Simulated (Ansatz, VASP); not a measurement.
# Cross-check of ZnSnSb2 (alpha-NaFeO2 type (invented)) between VASP and Ansatz

Wanted: the spread between two codes on one cell, functional and k mesh. The cell is generated by rule, not measured, and may not be a known phase. The cell is taken from a series of runs on this material, whose earlier steps may have relaxed, scaled, displaced or heated it; both programs get it as it stands.

Calculated with Ansatz 0.2.0; plane waves, with VASP 6.6.1 beside it; relaxation of cell and atoms at PBE.

## (1) The starting structure

It takes space group R-3m (No. 166, trigonal). The conventional cell has a = 4.172 Å, b = 4.172 Å, c = 20.970 Å, α = 90.00°, β = 90.00°, γ = 120.00°. Nearest to Zn lie 6 Sb at 2.87 Å. Nearest to Sn lie 6 Sb at 3.09 Å. Sb has 3 Zn at 2.87 Å and 3 Sn at 3.09 Å nearest. Farther neighbours are not listed.

## (2) Ansatz: relaxation of cell and atoms, PBE

Ansatz runs on its default PAW (the set named soft_2) files.

The relaxed volume is the usual yardstick between codes: in a stiff, nearly cubic crystal its relative difference is about their pressure difference at one cell divided by the bulk modulus.

input.yaml

```yaml
crystal:
  lattice:
    - [2.0858797669, 1.2042832449, 6.9899657865]
    - [-2.0858797669, 1.2042832449, 6.9899657865]
    - [0.0, -2.4085664899, 6.9899657865]
  atoms:
    - { symbol: Zn, position: [1.0, 0.0, 0.0] }
    - { symbol: Sn, position: [0.5, 0.5, 0.5] }
    - { symbol: Sb, position: [0.2592432929, 0.2592432929, 0.2592432929] }
    - { symbol: Sb, position: [0.7407567071, 0.7407567071, 0.7407567071] }
kpoints:
  mp_grid: { grid: [12, 12, 12] }
hamiltonian:
  xc: pbe
scf:
  occupations: { method: gaussian, width: 0.1 }
output:
  forces: true
  stress: true
  eigenvalues: true
  write_density: true
  write_potential: true
  elf: true
  volumetric_format: npy
relax:
  adjacent_minimum: "off"
  f_tol: 0.005
  max_steps: 80
  cell: { stress_tol: 0.05 }
```

Command:

```sh
$ ansatz run input.yaml --threads 2 --pin off --max-ram 5120MiB --backend cpu --events-out ev --progress --plain --runs-dir out
```

Numbers of over 12 decimals in the logs are rounded to 6 here.

What it wrote:

```text
basis.fft_grid_basis auto: the FFT boxes are laid along the combinations [[1, -1, 0], [0, 1, 0], [0, -1, 1]] of the cell's own vectors, 4.172, 7.393 and 4.172 Å long. The dense box has 30×50×30 points. Along the cell's own vectors, as sized, it would have 50×50×50, 2.78 times as many. Of the 12 symmetry operations that the crystal satisfies within crystal.symmetry.tolerance (time reversal apart; of a slab, those that [...]
Engine: ansatz 0.2.0, x86_64-unknown-linux-gnu
Pseudopotentials: kind: paw
Pseudopotential: Zn, paw, valence charge 12, recommended cutoff 420 eV (normal), Zn.paw.azcp
Pseudopotential: Sn, paw, valence charge 14, recommended cutoff 420 eV (normal), Sn.paw.azcp
Pseudopotential: Sb, paw, valence charge 15, recommended cutoff 420 eV (normal), Sb.paw.azcp
Functional definition: PBE
  parameter kappa = 0.804
  parameter beta = 0.066725
  exchange = pbe_x(kappa = kappa, mu = beta*pi^2/3)
  correlation = pbe_c(beta = beta)
Crystal: 4 atoms, lattice volume = 105.352 Å³
Basis set: ecut = 420 eV, 2033 PW (Γ), FFT grids on a1−a2, a2, −a2+a3, exchange–correlation on 60×100×60 points (8 copies of the dense FFT grid, shifted against one another)
Bands: 34, of which v1, the nominal top of the filled ones, is band 28 counted from 1 (27 counted from 0)
Symmetry: 12 space group operations
Space group: R-3m (ITA 166), of the structure as read, at distance tolerance 4.7e-5 Å
k-points: 189 of 1728
Non-local potential: Zn, projectors of the file, l = 0: 2, l = 1: 2, l = 2: 3, l = 3: 1
Non-local potential: Sn, projectors of the file, l = 0: 2, l = 1: 2, l = 2: 2, l = 3: 2
Non-local potential: Sb, projectors of the file, l = 0: 2, l = 1: 2, l = 2: 2, l = 3: 2
PAW form: soft (Blöchl's): semilocal exchange-correlation on the pseudo side does not see the compensation charge
PAW one-centre angular grid: Zn, 590 points (default); XC on 64 Gauss nodes
PAW one-centre angular grid: Sn, 590 points (default); XC on 64 Gauss nodes
PAW one-centre angular grid: Sb, 590 points (default); XC on 64 Gauss nodes
Initial density: superposition of atomic densities (neutral atoms: chi_scale 0, normalization atom), corrected by the library's trained network
Initial wavefunctions: pseudopotential atomic-orbital guess
Functional: x = pbe(κ = 0.804, μ = 0.219515), c = pbe(β = 0.066725)
SCF iter   1: F=—  HF=-22311.963138 eV  |F-HF|=—  |Δ(HF+E_count)|=         —  Δρ=1.40e-3  dr2=3.96e-3  ethr=1.77e-3  ⟨swp⟩=7.3  Hψ=29033  notcnv=0
preconditioner: auto → Kerker (q_TF=auto, 2.456 Å⁻¹)  [metal: Δε(μ)=0.008 eV  Ē_g=13.135 eV  σ=0.100 eV  W_gap=0.04  n_scr=28 (ndim 8)  ℏωp=21.7 eV  f_vac=0.000  D(μ)=2.47/eV (n_scr^D=16)]
SCF iter   2: F=—  HF=-22311.961365 eV  |F-HF|=—  |Δ(HF+E_count)|=   1.77e-3  Δρ=9.92e-4  dr2=3.09e-3  ethr=7.07e-6  ⟨swp⟩=2.0  Hψ=13126  notcnv=0
SCF iter   3: F=—  HF=-22311.961032 eV  |F-HF|=—  |Δ(HF+E_count)|=   3.32e-4  Δρ=5.45e-4  dr2=8.64e-4  ethr=5.52e-6  ⟨swp⟩=2.3  Hψ=9178  notcnv=0
SCF iter   4: F=—  HF=-22311.960980 eV  |F-HF|=—  |Δ(HF+E_count)|=   5.23e-5  Δρ=3.95e-4  dr2=8.64e-5  ethr=1.54e-6  ⟨swp⟩=2.1  Hψ=8978  notcnv=0
SCF iter   5: F=—  HF=-22311.960953 eV  |F-HF|=—  |Δ(HF+E_count)|=   2.69e-5  Δρ=1.66e-4  dr2=2.99e-5  ethr=1.54e-7  ⟨swp⟩=2.0  Hψ=11428  notcnv=0
SCF iter   6: F=—  HF=-22311.960942 eV  |F-HF|=—  |Δ(HF+E_count)|=   1.06e-5  Δρ=5.86e-5  dr2=4.75e-6  ethr=5.35e-8  ⟨swp⟩=2.0  Hψ=7850  notcnv=0
SCF iter   7: F=—  HF=-22311.960943 eV  |F-HF|=—  |Δ(HF+E_count)|=   2.01e-7  Δρ=1.58e-5  dr2=3.23e-7  ethr=8.49e-9  ⟨swp⟩=2.0  Hψ=11461  notcnv=0
SCF iter   8: F=-22311.960943 eV  HF=-22311.960943 eV  |F-HF|=2.25e-9  |Δ(HF+E_count)|=   3.18e-8  Δρ=3.43e-6  dr2=2.38e-8  ethr=1.79e-10  ⟨swp⟩=13.7  Hψ=49004  notcnv=0
SCF 1 converged in 8 iterations: F = -22311.960943 eV  dr2 = 2.38e-8
  greatest PAW one-centre occupation: 0.996 electrons in one spin orbital (limit 2), on the Sb atom at site 3 (counted from 0), in its partial waves of l = 2
relax step   1: F+E_penalty+E_count = -22311.96094264 eV  Δ(F+E_penalty+E_count) = +0.000e0 eV  max|allowed force component| = 3.446e-2 eV/Å  Δτ_max = 0.0000 Å  P = -0.355 GPa  Ω = 105.352 Å³  (8 SCF iters, dr2 threshold 1.00e-7 eV, accepted)
[...]
relax step   3: F+E_penalty+E_count = -22311.96832619 eV  Δ(F+E_penalty+E_count) = -2.345e-3 eV  max|allowed force component| = 2.961e-2 eV/Å  Δτ_max = 0.0069 Å  P = +0.120 GPa  Ω = 104.496 Å³  energy of the carried Pulay correction = +2.275e-4 eV  (6 SCF iters, dr2 threshold 2.30e-7 eV, accepted)
[...]
relax step   4: F+E_penalty+E_count = -22311.96878533 eV  Δ(F+E_penalty+E_count) = -4.591e-4 eV  max|allowed force component| = 2.583e-3 eV/Å  Δτ_max = 0.0051 Å  P = +0.052 GPa  Ω = 104.648 Å³  energy of the carried Pulay correction = +1.869e-4 eV  (6 SCF iters, dr2 threshold 7.46e-8 eV, accepted)
[...]
relax step   5: F+E_penalty+E_count = -22311.96879210 eV  Δ(F+E_penalty+E_count) = -6.768e-6 eV  max|allowed force component| = 6.257e-4 eV/Å  Δτ_max = 0.0007 Å  P = -0.003 GPa  Ω = 104.752 Å³  energy of the carried Pulay correction = +1.593e-4 eV  (5 SCF iters, dr2 threshold 1.51e-8 eV, accepted)
[...]
relax step   6: F+E_penalty+E_count = -22311.96864258 eV  Δ(F+E_penalty+E_count) = +1.495e-4 eV  max|allowed force component| = 6.255e-4 eV/Å  Δτ_max = 0.0000 Å  P = -0.004 GPa  Ω = 104.752 Å³  stress off target by 6.15e-3 GPa  SCF on the basis re-selected at this cell (its energy is not comparable with the rows above)  (7 SCF iters)
basis re-selected at this cell: Δ(F+E_penalty+E_count) = +1.495e-4 eV, ΔP = -0.001 GPa vs the last step (what re-selecting the basis moved, of the pressure what is left beyond the Pulay correction that the steps carried, after the strain that the cell walked since its last selection, with what the two solves' SCF thresholds leave and, on support functions, any second-order correction that the steps lacked; it is no m [...]
SCF converged after 7 iterations
Free energy (F): -22311.968643 eV
Harris-Foulkes:  -22311.968643 eV  (|F-HF|=7.28e-12)
Internal energy: -22311.956903 eV  (E = F + TS)
E sigma→0 (E₀):  -22311.962773 eV
Entropy (-TS):   -0.011739 eV (-2.935 meV/atom)
Fermi energy:    9.756118 eV
--- Per-component energies (eV) ---
  E_band       = -388.734354
  E_kinetic    = 730.079148
  E_local      = -5721.802407  (includes V_loc(G=0)·N_el)
  E_nonlocal   = 1303.987949
  E_hartree    = 2688.499499
  E_xc         = -796.119557
  E_vxc        = -339.780283  (∫ρ·V_xc dr)
  E_paw        = -15113.115400  (= ΣΔE_a)
  E_vpaw       = -1738.217500  (= ΣTr[D̂ρ^β])
  E_aug_tail   = -0.000351  (compensation charges beyond the density's cutoff)
  E_ewald      = -5403.485783
  E_smearing   = -0.011739  (= −TS)
  E_closure    = -0.000000  (closes the sum)
  Σ components = -22311.968643   (vs F -22311.968643, Δ=0.00e0)
--- Forces (eV/Å), atoms counted from 1 ---
  atom   1  Zn     0.00000000    -0.00000000     0.00000000
  atom   2  Sn     0.00000000     0.00000000     0.00000000
  atom   3  Sb     0.00000000     0.00000000    -0.00062554
  atom   4  Sb    -0.00000000    -0.00000000     0.00062554
  max |Σ_I F_I| component: 9.25e-18 eV/Å
--- Stress (GPa, compression-positive) ---
       -0.002747      -0.000000       0.000000
       -0.000000      -0.002747       0.000000
        0.000000       0.000000      -0.006155
  P = ⅓ Tr σ = -0.0039 GPa (-0.039 kbar)
--- Band table (eV; the first three rows and the last of 189) ---
  k-point 0: bands = [... 24 lower, 9.7229, 9.7229, 9.7371, 10.1313, 10.1313, 11.7939, 11.7939, 12.2521, ... 2 higher]
  k-point 1: bands = [... 24 lower, 9.0836, 9.6057, 9.8373, 9.8918, 10.6595, 11.4673, 12.1765, 12.7932, ... 2 higher]
  k-point 2: bands = [... 24 lower, 7.7644, 9.2988, 9.3397, 9.6643, 10.5794, 12.1033, 12.9185, 13.1186, ... 2 higher]
  k-point 188: bands = [... 24 lower, 9.6356, 9.6356, 10.0028, 10.0028, 11.9083, 11.9314, 12.7327, 12.7327, ... 2 higher]
--- Relaxed structure (5 steps of the walk, 5 accepted, 1 SCFs on fresh bases) ---
  F+E_penalty+E_count = -22311.96864258 eV   max|allowed force component| = 6.255e-4 eV/Å   (the final SCF, on the basis selected at the relaxed cell)
  cell:  # Å, volume = 104.7519 Å³
    - [2.111876, 1.219292, 6.780075]
    - [-2.111876, 1.219292, 6.780075]
    - [0, -2.438585, 6.780075]
  atoms:
    - { symbol: Zn, position: [1.0, 5.551115123125783e-17, 0.0] }
    - { symbol: Sn, position: [0.5, 0.5, 0.500000] }
    - { symbol: Sb, position: [0.259863, 0.259863, 0.259863] }
    - { symbol: Sb, position: [0.740137, 0.740137, 0.740137] }
```

Reading the cycles: dr2 is the Hartree energy of the density residual (eV), the measure of convergence; HF is the Harris–Foulkes estimate of the energy, which meets the free energy F at convergence.

## (3) VASP: relaxation of cell and atoms, PBE

The same cell, functional, mesh and smearing now go to VASP, with its own data sets.

Lines of VASP's logs that name or quote its potential files are left out, and so is its time.

INCAR

```
SYSTEM = ZnSnSb2
PREC = Accurate
ENCUT = 500
EDIFF = 1E-07
NELM = 120
ISMEAR = 0
SIGMA = 0.1
LREAL = .FALSE.
ALGO = Normal
GGA = PE
NBANDS = 24
LORBIT = 11
LWAVE = .FALSE.
LCHARG = .FALSE.
ISIF = 3
IBRION = 2
NSW = 80
EDIFFG = -0.005
LASPH = .TRUE.
GGA_COMPAT = .FALSE.
NELMIN = 4
KPAR = 2
```

POSCAR

```
ZnSnSb2
1.0
    2.0858800000      1.2042830000      6.9899660000
   -2.0858800000      1.2042830000      6.9899660000
    0.0000000000     -2.4085660000      6.9899660000
Zn Sn Sb
1 1 2
Direct
    0.0000000000      0.0000000000      0.0000000000
    0.5000000000      0.5000000000      0.5000000000
    0.2592432972      0.2592432972      0.2592432972
    0.7407567027      0.7407567027      0.7407567027
```

KPOINTS

```
Automatic mesh
0
Gamma
12 12 12
0 0 0
```

PAW data sets: Zn, Sn_d and Sb (PBE family, release 64).

Command:

```sh
$ mpirun -np 2 vasp_std
```

What it wrote:

```text
[banner, memory and clock lines left out]
running    2 mpi-ranks, on    1 nodes
 distrk:  each k-point on    1 cores,    2 groups
 distr:  one band on    1 cores,    1 groups

 POSCAR found type information on POSCAR ZnSnSb
 POSCAR found :  3 types and       4 ions
 LDA part: xc-table for (Slater+PW92), standard interpolation
 POSCAR, INCAR and KPOINTS ok, starting setup
 FFT: planning ... GRIDC
 FFT: planning ... GRID_SOFT
 FFT: planning ... GRID
 WAVECAR not read
 entering main loop
       N       E                     dE             d eps       ncg     rms          rms(c)
DAV:   1     0.243499428609E+03    0.24350E+03   -0.16349E+04  9072   0.170E+03
DAV:   2     0.929795570292E+01   -0.23420E+03   -0.22972E+03  9744   0.398E+02
DAV:   3    -0.125508867761E+02   -0.21849E+02   -0.21572E+02 11272   0.118E+02
DAV:   4    -0.131306463182E+02   -0.57976E+00   -0.57909E+00 10240   0.206E+01
DAV:   5    -0.131471364492E+02   -0.16490E-01   -0.16490E-01 12432   0.348E+00    0.389E+00
DAV:   6    -0.129811572489E+02    0.16598E+00   -0.92380E-01 11008   0.182E+01    0.282E+00
DAV:   7    -0.129758499205E+02    0.53073E-02   -0.11927E-01 10560   0.438E+00    0.144E+00
DAV:   8    -0.129765757292E+02   -0.72581E-03   -0.17084E-02 11112   0.107E+00    0.161E-01
DAV:   9    -0.129764303820E+02    0.14535E-03   -0.17687E-03 12424   0.659E-01    0.503E-02
DAV:  10    -0.129764880163E+02   -0.57634E-04   -0.58701E-04 10704   0.215E-01    0.186E-02
DAV:  11    -0.129764893647E+02   -0.13484E-05   -0.59806E-05 11112   0.712E-02    0.928E-03
DAV:  12    -0.129764923454E+02   -0.29807E-05   -0.72256E-06 10288   0.255E-02    0.321E-03
DAV:  13    -0.129764920101E+02    0.33528E-06   -0.60054E-07 11328   0.818E-03    0.110E-03
DAV:  14    -0.129764917503E+02    0.25985E-06   -0.16297E-07  7064   0.481E-03    0.454E-04
DAV:  15    -0.129764917687E+02   -0.18372E-07   -0.30099E-08  5448   0.160E-03
   1 F= -.12976492E+02 E0= -.12970307E+02  d E =-.129765E+02
[...]
2 F= -.12978664E+02 E0= -.12972523E+02  d E =-.217180E-02
[...]
3 F= -.12978803E+02 E0= -.12972672E+02  d E =-.231151E-02
[...]
4 F= -.12980652E+02 E0= -.12974493E+02  d E =-.184894E-02
[...]
5 F= -.12983975E+02 E0= -.12978072E+02  d E =-.517205E-02
[...]
6 F= -.12984205E+02 E0= -.12978360E+02  d E =-.540156E-02
 curvature:  -3.94 expect dE=-0.230E-04 dE for cont linesearch -0.118E-04
 ZBRENT: bracketing found
 ZBRENT: interpolating
 opt :   5.0231  next Energy=   -12.984214 (dE=-0.541E-02)
 bond charge predicted
       N       E                     dE             d eps       ncg     rms          rms(c)
DAV:   1    -0.129844169507E+02   -0.21215E-03   -0.70669E-03 10064   0.609E-01    0.976E-02
DAV:   2    -0.129842920562E+02    0.12489E-03   -0.33922E-04 10416   0.301E-01    0.591E-02
DAV:   3    -0.129842165873E+02    0.75469E-04   -0.75482E-05 12576   0.166E-01    0.107E-02
DAV:   4    -0.129842168957E+02   -0.30844E-06   -0.22936E-05 10968   0.478E-02    0.374E-03
DAV:   5    -0.129842168802E+02    0.15563E-07   -0.26051E-06 11368   0.212E-02    0.197E-03
DAV:   6    -0.129842169054E+02   -0.25240E-07   -0.55573E-07  9040   0.120E-02
   7 F= -.12984217E+02 E0= -.12978363E+02  d E =-.541362E-02
 curvature:  -3.16 expect dE=-0.142E-04 dE for cont linesearch -0.108E-07
 trial: gam= 0.02324 g(F)=  0.203E-05 g(S)=  0.247E-05 ort =-0.325E-05 (trialstep = 0.185E+01)
 search vector abs. value=  0.602E-05
 reached required accuracy - stopping structural energy minimisation
```

[end of part 1 of 2]

[Lines on the potential files, build, host, timing and source positions are cut from VASP's logs without a mark.]

[Logs are printed without paths, hosts, clocks, repeated set-up lines and the standing remarks that a program may print on its own settings, such as how far it seeks lower states.]

[Hosts, paths, dates, database ids (printed as entryN), source tags and the programs' standing remarks are cut or masked in the printed files.]
